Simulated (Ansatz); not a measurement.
# LiBr: relaxation and properties

An exercise on one series of results from a longer session: the logs are not shown, and one member is left open.

Program: Ansatz 0.2.0. Level of theory: DFT r2SCAN, scalar-relativistic, plane waves, PAW. These are calculated values, not measurements.

### The system as given

Symmetry: Fm-3m, No. 225, cubic system. Conventional cell: a = 5.501 Å, b = 5.501 Å, c = 5.501 Å, α = 90.00°, β = 90.00°, γ = 90.00°. Li (site symmetry m-3m) is surrounded by 6 Br at 2.75 Å. Around Br (site symmetry m-3m) lie 6 Li at 2.75 Å.

Structure file:

```cif
data_structure
_symmetry_space_group_name_H-M 'Fm-3m'
_symmetry_Int_Tables_number 225
_cell_length_a 5.5013
_cell_length_b 5.5013
_cell_length_c 5.5013
_cell_angle_alpha 90.000
_cell_angle_beta 90.000
_cell_angle_gamma 90.000
_cell_volume 166.49
loop_
_atom_site_label
_atom_site_type_symbol
_atom_site_symmetry_multiplicity
_atom_site_Wyckoff_symbol
_atom_site_fract_x
_atom_site_fract_y
_atom_site_fract_z
_atom_site_occupancy
Li1 Li 4 a 0.00000 0.00000 0.00000 1
Br1 Br 4 b 0.50000 0.00000 0.00000 1
```

The structure comes from the Crystallography Open Database.

The first run:

(A quick probe on a coarse mesh, which set the mesh and smearing, is not shown.)

The input, input.yaml:

```yaml
crystal:
  lattice:
    - [0.0, 2.75065, 2.75065]
    - [2.75065, 0.0, 2.75065]
    - [2.75065, 2.75065, 0.0]
  atoms:
    - { symbol: Li, position: [0.0, 0.0, 0.0] }
    - { symbol: Br, position: [0.5, 0.5, 0.5] }
basis:
  ecutwfc: 500
kpoints:
  mp_grid: { grid: [8, 8, 8] }
hamiltonian:
  xc: r2scan
scf:
  occupations: { method: gaussian, width: 0.02 }
output:
  forces: true
  stress: true
  eigenvalues: true
relax:
  adjacent_minimum: "off"
  f_tol: 0.005
  max_steps: 80
  cell: { stress_tol: 0.05 }
```

Run with:

```console
> ansatz run input.yaml --threads 1 --pin off --max-ram 2560MiB --backend cpu --events-out ev --progress --plain --runs-dir out
```

Steps of the session up to this table: Relaxing cell and atoms; Electronic structure at the relaxed geometry; Seeking the band edges over the whole zone; Levels beside the edges; Point at V/V0 = 0.97; The cell scaled to 1.03 of its volume; Point at V/V0 = 0.94; The cell scaled to 1.06 of its volume.

One of the session's tables, all rows but one given; the rest of the session is left out.

It belongs to the step «Fit of the equation of state». 

| volume (Å³/atom) | energy above the lowest point (meV/atom) | pressure (GPa) | gap on the mesh (eV) |
| --- | --- | --- | --- |
| 19.331 | 7.3 | 1.99 | 6.20 |
| 19.948 | 1.7 | 0.92 | 6.03 |
| 20.565 | 0.0 | 0.01 | 5.88 |
| 21.182 | ? | ? | ? |
| 21.798 | 5.7 | -1.42 | 5.61 |

**Question.** Estimate the row for volume (Å³/atom) = 21.182.

Worked estimate for «energy above the lowest point (meV/atom)». A straight line through the neighbours (20.565, 0.0) and (21.798, 5.7) gives 0.0 + (5.7 − 0.0) × (21.182 − 20.565) / (21.798 − 20.565) = 2.9; a parabola fitted to 3 rows on both sides gives 1.3.

The run gave: energy above the lowest point (meV/atom): 1.5; pressure (GPa): -0.76; gap on the mesh (eV): 5.74. In «energy above the lowest point (meV/atom)» the line misses by +1.4 and the parabola by -0.2.

Limits of these values: The start is a reported cell, which holds thermal expansion that this zero-temperature run lacks.
